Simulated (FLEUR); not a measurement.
# CdTe (F-43m) in FLEUR: further runs

One crystal, CdTe, is run at these levels: PBEsol; tasks: band structure, equation of state.

All numbers are computed with FLEUR MaX-R8.1 (patched build s14); they aren't measurements. Logs are shortened: lines on timing, memory, paths and dates and some standing lists are left out, and cuts for length are marked.

**The experiment to reproduce.**

From a printed reference work, data compilation, for a bulk crystal of CdTe at 0 K: band gap 1.607 eV.

How close the calculation comes is told below.

## (1) Starting point

Symmetry: F-43m, No. 216, cubic system. The conventional cell has a = 6.410 Å, b = 6.410 Å, c = 6.410 Å, α = 90.00°, β = 90.00°, γ = 90.00°. Te (site symmetry -43m) is surrounded by 4 Cd at 2.78 Å. Cd (site symmetry -43m) has 4 Te at 2.78 Å as nearest neighbours.

## (2) Band structure, PBEsol

Input file inp.xml:

```xml
<?xml version="1.0" encoding="UTF-8" standalone="no"?>
<fleurInput fleurInputVersion="0.39">
   <comment>
      CdTe                                                                                                
   </comment>
   <calculationSetup>
      <cutoffs Kmax="3.8" Gmax="11.8" GmaxXC="11.8" numbands="0"/>
      <scfLoop itmax="60" minDistance="0.00001" maxIterBroyd="15" imix="Anderson" alpha="0.05" precondParam="0.0" spinf="2.0"/>
      <coreElectrons ctail="T" frcor="F" kcrel="0" coretail_lmax="0"/>
      <xcFunctional name="PBEs" relativisticCorrections="F"/>
      <magnetism jspins="1"/>
      <soc l_soc="F" theta="0.0" phi="0.0" spav="F"/>
      <expertModes spex="0" secvar="F"/>
      <geometryOptimization l_f="F" forcealpha="1.0" forcemix="BFGS" epsdisp="0.00001" epsforce="0.00001"/>
      <ldaU l_linMix="F" mixParam="0.05" spinf="1.0"/>
   </calculationSetup>
   <cell>
      <bzIntegration valenceElectrons="42.0" mode="hist" fermiSmearingEnergy="0.00183747">
         <kPointListSelection listName="default-1"/>
         <!-- k-points included here -->
         <xi:include xmlns:xi="http://www.w3.org/2001/XInclude" href="kpts.xml"> </xi:include>
      </bzIntegration>
      <!-- symmetry operations included here -->
[... 32 lines left out ...]
            <valenceConfig>(4s1/2) (4p1/2) (4p3/2) (5s1/2) (4d3/2) (4d5/2)</valenceConfig>
         </electronConfig>
         <energyParameters s="5" p="5" d="4" f="4"/>
         <lo type="SCLO" l="0" n="4" eDeriv="0"/>
         <lo type="SCLO" l="1" n="4" eDeriv="0"/>
         <lo type="SCLO" l="1" n="4" eDeriv="1"/>
         <lo type="SCLO" l="2" n="4" eDeriv="2"/>
         <lo type="SCLO" l="3" n="4" eDeriv="2"/>
      </species>
   </atomSpecies>
   <atomGroups>
      <atomGroup species="Tellurium (Te)">
         <relPos label="                   1">-1.000/4.000 -1.000/4.000 -1.000/4.000</relPos>
         <force calculate="T" relaxXYZ="TTT"/>
      </atomGroup>
      <atomGroup species="Cadmium (Cd)">
         <relPos label="                   2">.0000000000 .0000000000 .0000000000</relPos>
         <force calculate="T" relaxXYZ="TTT"/>
      </atomGroup>
   </atomGroups>
   <output dos="F" band="F" slice="F">
      <checks vchk="F" cdinf="F"/>
      <bandDOS minEnergy="-.5*Htr" maxEnergy="0.5*Htr" sigma="0.015" storeEVData="T"/>
      <vacuumDOS vacdos="F" integ="F" star="F" nstars="0" locx1="0.0" locy1="0.0" locx2="0.0" locy2="0.0" nstm="0" tworkf="0.0"/>
      <unfoldingBand unfoldBand="F" supercellX="1" supercellY="1" supercellZ="1"/>
      <plotting iplot="0" polar="F">
         <plot TwoD="T" vec1="  1.0  0.0  0.0" vec2="  0.0  1.0  0.0" vec3="  0.0  0.0  1.0" zero="  0.0  0.0  0.0" file="plot"/>
      </plotting>
      <chargeDensitySlicing numkpt="0" minEigenval="0.0" maxEigenval="0.0" nnne="0" pallst="F"/>
      <specialOutput eonly="F"/>
      <magneticCircularDichroism mcd="F" energyLo="-10.0" energyUp="0.0"/>
   </output>
  <!-- We include the file relax.xml here to enable relaxations (see documentation) -->
  <xi:include xmlns:xi="http://www.w3.org/2001/XInclude" href="relax.xml"> <xi:fallback/> </xi:include>
</fleurInput>
```

Input file crystal.txt:

```
CdTe
&input cartesian=F /
0.0000000000  3.2050000000  3.2050000000
3.2050000000  0.0000000000  3.2050000000
3.2050000000  3.2050000000  0.0000000000
1.8897261246
1.0 1.0 1.0

2
52 0.7500000000  0.7500000000  0.7500000000
48 0.0000000000  0.0000000000  0.0000000000

&kpt div1=7 div2=7 div3=7 gamma=T /
```

Input file inp.xml (bands):

```
<?xml version="1.0" encoding="UTF-8" standalone="no"?>
<fleurInput fleurInputVersion="0.39">
   <comment>
      CdTe                                                                                                
   </comment>
   <calculationSetup>
      <cutoffs Kmax="3.8" Gmax="11.8" GmaxXC="11.8" numbands="0"/>
      <scfLoop itmax="60" minDistance="0.00001" maxIterBroyd="15" imix="Anderson" alpha="0.05" precondParam="0.0" spinf="2.0"/>
      <coreElectrons ctail="T" frcor="F" kcrel="0" coretail_lmax="0"/>
      <xcFunctional name="PBEs" relativisticCorrections="F"/>
      <magnetism jspins="1"/>
      <soc l_soc="F" theta="0.0" phi="0.0" spav="F"/>
      <expertModes spex="0" secvar="F"/>
      <geometryOptimization l_f="F" forcealpha="1.0" forcemix="BFGS" epsdisp="0.00001" epsforce="0.00001"/>
      <ldaU l_linMix="F" mixParam="0.05" spinf="1.0"/>
   </calculationSetup>
   <cell>
      <bzIntegration valenceElectrons="42.0" mode="hist" fermiSmearingEnergy="0.00183747">
         <kPointListSelection listName="path-1"/>
         <!-- k-points included here -->
         <xi:include xmlns:xi="http://www.w3.org/2001/XInclude" href="kpts.xml"> </xi:include>
      </bzIntegration>
      <!-- symmetry operations included here -->
      <xi:include xmlns:xi="http://www.w3.org/2001/XInclude" href="sym.xml"> </xi:include>
[... 31 lines left out ...]
            <valenceConfig>(4s1/2) (4p1/2) (4p3/2) (5s1/2) (4d3/2) (4d5/2)</valenceConfig>
         </electronConfig>
         <energyParameters s="5" p="5" d="4" f="4"/>
         <lo type="SCLO" l="0" n="4" eDeriv="0"/>
         <lo type="SCLO" l="1" n="4" eDeriv="0"/>
         <lo type="SCLO" l="1" n="4" eDeriv="1"/>
         <lo type="SCLO" l="2" n="4" eDeriv="2"/>
         <lo type="SCLO" l="3" n="4" eDeriv="2"/>
      </species>
   </atomSpecies>
   <atomGroups>
      <atomGroup species="Tellurium (Te)">
         <relPos label="                   1">-1.000/4.000 -1.000/4.000 -1.000/4.000</relPos>
         <force calculate="T" relaxXYZ="TTT"/>
      </atomGroup>
      <atomGroup species="Cadmium (Cd)">
         <relPos label="                   2">.0000000000 .0000000000 .0000000000</relPos>
         <force calculate="T" relaxXYZ="TTT"/>
      </atomGroup>
   </atomGroups>
   <output dos="F" band="T" slice="F">
      <checks vchk="F" cdinf="F"/>
      <bandDOS minEnergy="-.5*Htr" maxEnergy="0.5*Htr" sigma="0.015" storeEVData="T"/>
      <vacuumDOS vacdos="F" integ="F" star="F" nstars="0" locx1="0.0" locy1="0.0" locx2="0.0" locy2="0.0" nstm="0" tworkf="0.0"/>
      <unfoldingBand unfoldBand="F" supercellX="1" supercellY="1" supercellZ="1"/>
      <plotting iplot="0" polar="F">
         <plot TwoD="T" vec1="  1.0  0.0  0.0" vec2="  0.0  1.0  0.0" vec3="  0.0  0.0  1.0" zero="  0.0  0.0  0.0" file="plot"/>
      </plotting>
      <chargeDensitySlicing numkpt="0" minEigenval="0.0" maxEigenval="0.0" nnne="0" pallst="F"/>
      <specialOutput eonly="F"/>
      <magneticCircularDichroism mcd="F" energyLo="-10.0" energyUp="0.0"/>
   </output>
  <!-- We include the file relax.xml here to enable relaxations (see documentation) -->
  <xi:include xmlns:xi="http://www.w3.org/2001/XInclude" href="relax.xml"> <xi:fallback/> </xi:include>
</fleurInput>
```

Potentials or basis: all-electron, FLAPW.

On the command line:

```
$ inpgen -f crystal.txt -profile fastHighL
$ # inp.xml edited to the form shown
$ fleur
$ fleur   # second run, on inp.xml (bands)
```

Standard output:

```text
Welcome to FLEUR        (www.flapw.de)
      MaX-Release 8.1          (www.max-centre.eu)

 ========== k-point set info ==========
 Selected k-point list: default-1
 k-point list type: mesh
 7 x 7 x 7
 Number of k points: 20

 ------------Calculation Setup---------------------------
 Number of OMP-threads    :            1
 Number of basis functions:          508
 Approximate size of matrices (H+S) per k-point:         0.008 GB
 --------------------------------------------------------
 Iteration:     1   Distance:       5.69404130 me/bohr^3
 Iteration:     2   Distance:       5.25211586 me/bohr^3
 Iteration:     3   Distance:       3.18353100 me/bohr^3
 Iteration:     4   Distance:       0.95929247 me/bohr^3
 Iteration:     5   Distance:       0.68625463 me/bohr^3
 Iteration:     6   Distance:       0.13223090 me/bohr^3
 Iteration:     7   Distance:       0.10202876 me/bohr^3
 Iteration:     8   Distance:       0.03659157 me/bohr^3
 Iteration:     9   Distance:       0.00820636 me/bohr^3
 Iteration:    10   Distance:       0.00386412 me/bohr^3
 Iteration:    11   Distance:       0.00032146 me/bohr^3
 Iteration:    12   Distance:       0.00026875 me/bohr^3
 Iteration:    13   Distance:       0.00002632 me/bohr^3
 Iteration:    14   Distance:       0.00000480 me/bohr^3

 ********************************************************************
 Run finished successfully
 Stop message:
   all done
 ********************************************************************
```

output (bands):

```text
Welcome to FLEUR        (www.flapw.de)
      MaX-Release 8.1          (www.max-centre.eu)

 ========== k-point set info ==========
 Selected k-point list: path-1
 k-point list type: path
 Number of k points: 60

 ------------Calculation Setup---------------------------
 Number of OMP-threads    :            1
 Number of basis functions:          512
 Approximate size of matrices (H+S) per k-point:         0.008 GB
 --------------------------------------------------------
 Fermi energy correction for insulators:
 No automatic correction of the Fermi energy has been performed.

 Note: Band structure data (together with different weights) is also stored in the banddos.hdf file.
       A convenient way of extracting and plotting the data from that file is by making use of the

 ********************************************************************
 Run finished successfully
 Stop message:
   Charge density postprocessing done.
 ********************************************************************
```

out.xml (last iteration):

```text
<iteration numberForCurrentRun="   14" overallNumber="   14">
         <energyParameters units="Htr">
            <atomicEP atomType="1" spin="1" branch="5s" branchLowest="-5.67" branchHighest="0.72" value="-0.2995202075"/>
            <atomicEP atomType="1" spin="1" branch="5p" branchLowest="-3.83" branchHighest="1.49" value="-0.0518537579"/>
            <atomicEP atomType="1" spin="1" branch="5d" branchLowest="-1.13" branchHighest="2.85" value="0.1557318980"/>
            <atomicEP atomType="1" spin="1" branch="4f" branchLowest="-9.99" branchHighest="1.67" value="0.3087154414"/>
            <loAtomicEP atomType="1" spin="1" branch="4p" branchLowest="-29.14" branchHighest="-3.83" value="-3.8391628330"/>
            <loAtomicEP atomType="1" spin="1" branch="4p" branchLowest="-29.14" branchHighest="-3.83" value="-3.8391628330"/>
            <loAtomicEP atomType="1" spin="1" branch="4d" branchLowest="-20.20" branchHighest="-1.13" value="-1.1719272057"/>
            <loAtomicEP atomType="1" spin="1" branch="4d" branchLowest="-20.20" branchHighest="-1.13" value="-1.1719272057"/>
            <loAtomicEP atomType="1" spin="1" branch="5s" branchLowest="-5.67" branchHighest="0.72" value="-0.2995202075"/>
            <loAtomicEP atomType="1" spin="1" branch="4f" branchLowest="-9.99" branchHighest="1.67" value="0.3087122443"/>
            <atomicEP atomType="2" spin="1" branch="5s" branchLowest="-3.59" branchHighest="1.09" value="0.0199049313"/>
            <atomicEP atomType="2" spin="1" branch="5p" branchLowest="-2.16" branchHighest="1.73" value="0.1829535693"/>
            <atomicEP atomType="2" spin="1" branch="4d" branchLowest="-14.16" branchHighest="-0.05" value="-0.1346556774"/>
            <atomicEP atomType="2" spin="1" branch="4f" branchLowest="-9.99" branchHighest="2.01" value="0.5005324133"/>
            <loAtomicEP atomType="2" spin="1" branch="4s" branchLowest="-26.64" branchHighest="-3.59" value="-3.5959274995"/>
            <loAtomicEP atomType="2" spin="1" branch="4p" branchLowest="-21.77" branchHighest="-2.16" value="-2.1689175306"/>
            <loAtomicEP atomType="2" spin="1" branch="4p" branchLowest="-21.77" branchHighest="-2.16" value="-2.1689175306"/>
            <loAtomicEP atomType="2" spin="1" branch="4d" branchLowest="-14.16" branchHighest="-0.05" value="-0.1447377212"/>
            <loAtomicEP atomType="2" spin="1" branch="4f" branchLowest="-9.99" branchHighest="2.01" value="0.5005303721"/>
         </energyParameters>
         <eigenvalues>
            <eigenvaluesAt spin="1" ikpt="1" k_x="0.00000000" k_y="0.00000000" k_z="0.00000000">
                      -3.8367403377       -3.8367403377       -3.8367403377       -3.5959255855       -2.1659534300
                      -2.1659534300       -2.1659534300       -1.1707034354       -1.1707034354       -1.1707034354
[... 52 lines left out ...]
            <state n="3" l="1" j="1.5" energy="-28.5747638424" weight="2.0000000000"/>
            <state n="4" l="0" j="0.5" energy="-5.6710556577" weight="1.0000000000"/>
            <state n="3" l="2" j="1.5" energy="-20.4409911050" weight="2.0000000000"/>
            <state n="3" l="2" j="2.5" energy="-20.0479519556" weight="3.0000000000"/>
         </coreStates>
         <coreStates atomType="     2" atomicNumber=" 48" spin="1" kinEnergy="   5640.2333457978" eigValSum="  -3338.4198420627" lostElectrons=" 0.000000">
            <state n="1" l="0" j="0.5" energy="-973.3989406249" weight="1.0000000000"/>
            <state n="2" l="0" j="0.5" energy="-144.2379362386" weight="1.0000000000"/>
            <state n="2" l="1" j="0.5" energy="-134.2779267590" weight="1.0000000000"/>
            <state n="2" l="1" j="1.5" energy="-127.2107162186" weight="2.0000000000"/>
            <state n="3" l="0" j="0.5" energy="-26.6397054878" weight="1.0000000000"/>
            <state n="3" l="1" j="0.5" energy="-22.6482484667" weight="1.0000000000"/>
            <state n="3" l="1" j="1.5" energy="-21.3860794736" weight="2.0000000000"/>
            <state n="3" l="2" j="1.5" energy="-14.3166719752" weight="2.0000000000"/>
            <state n="3" l="2" j="2.5" energy="-14.0600760399" weight="3.0000000000"/>
         </coreStates>
         <allElectronCharges>
            <spinDependentCharge spin="1" total="100.0000000" interstitial="4.3209754" mtSpheres="95.6790245"/>
            <totalCharge value="99.9999999981"/>
         </allElectronCharges>
         <totalEnergy                                    value="   -12387.4170380110" units="Htr">
            <sumOfEigenvalues                            value="    -7488.3642355328">
               <coreElectrons value="-7431.9421256262"/>
               <valenceElectrons value="-56.4221099066"/>
            </sumOfEigenvalues>
            <densityCoulombPotentialIntegral value="-20107.8108295224"/>
            <densityEffectivePotentialIntegral value="-20535.6275146512"/>
            <chargeDenXCDenIntegral value="-325.3943779132"/>
            <FockExchangeEnergyValence value="0.0000000000"/>
            <FockExchangeEnergyCore value="0.0000000000"/>
            <atomTypeDependentContributions atomType="1">
               <electronNucleiInteractionDifferentMTs value="8228.3580752007"/>
               <MadelungTerm value="-33.6133085991"/>
            </atomTypeDependentContributions>
            <atomTypeDependentContributions atomType="2">
               <electronNucleiInteractionDifferentMTs value="6776.5504073513"/>
               <MadelungTerm value="-16.8587333039"/>
            </atomTypeDependentContributions>
            <tkbTimesEntropy value="0.0000001834"/>
            <freeEnergy value="-12387.4170381944"/>
            <extrapolationTo0K value="-12387.4170381027"/>
         </totalEnergy>
         <densityConvergence units="me/bohr^3">
            <chargeDensity spin="1" distance="0.0000048034"/>
         </densityConvergence>
      </iteration>
```

Run time: 45 s. Hardware: 1 thread of Intel Xeon at 2.60GHz (Ice Lake), shared host; peak memory 0.06 GiB.

Results:

```
Free energy                                           : -337078.7896 eV
Band gap on the k mesh                                : 0.75 eV, direct
Band gap along the path                               : 0.75 eV, direct
Valence electrons inside the program's atomic spheres : Te 19.07; Cd 18.61 (radii Te 2.3, Cd 2.56 bohr)
```

Levels at the corners of the path, in eV from the valence-band top:
```tsv
point	band 17	band 18	band 19	band 20	band 21	band 22	band 23	band 24	band 25	band 26
Γ	-8.07	-8.07	0.00	0.00	0.00	0.75	4.54	4.54	4.54	7.34
X	-8.04	-7.56	-4.50	-2.00	-2.00	2.42	2.60	8.88	9.25	9.25
W	-8.08	-7.46	-4.38	-2.48	-2.37	4.34	4.58	5.52	6.20	9.76
K	-8.06	-7.50	-4.40	-2.74	-1.66	2.79	4.50	7.32	7.50	7.85
Γ	-8.07	-8.07	0.00	0.00	0.00	0.75	4.54	4.54	4.54	7.34
L	-8.06	-7.70	-4.66	-0.83	-0.83	1.77	5.14	5.14	6.93	8.63
U	-8.06	-7.50	-4.40	-2.74	-1.66	2.79	4.50	7.32	7.50	7.85
W	-8.08	-7.46	-4.38	-2.48	-2.37	4.34	4.58	5.52	6.20	9.76
L	-8.06	-7.70	-4.66	-0.83	-0.83	1.77	5.14	5.14	6.93	8.63
K	-8.06	-7.50	-4.40	-2.74	-1.66	2.79	4.50	7.32	7.50	7.85
U	-8.06	-7.50	-4.40	-2.74	-1.66	2.79	4.50	7.32	7.50	7.85
X	-8.04	-7.56	-4.50	-2.00	-2.00	2.42	2.60	8.88	9.25	9.25
```

Core levels (eV from the Fermi level):
```
atom                                                                                                                                           levels
1 Te  1s1/2 -31586.6, 2s1/2 -4838.4, 2p1/2 -4533.5, 2p3/2 -4259.3, 3s1/2 -958.7, 3p1/2 -833.3, 3p3/2 -782.2, 4s1/2 -158.9, 3d3/2 -560.8, 3d5/2 -550.2
2 Cd                1s1/2 -26492.2, 2s1/2 -3929.5, 2p1/2 -3658.5, 2p3/2 -3466.2, 3s1/2 -729.5, 3p1/2 -620.9, 3p3/2 -586.6, 3d3/2 -394.2, 3d5/2 -387.2
```

Caveat: spin-orbit coupling is left out, which moves the levels of the heavy elements.

(Continued in part 2 of 2.)
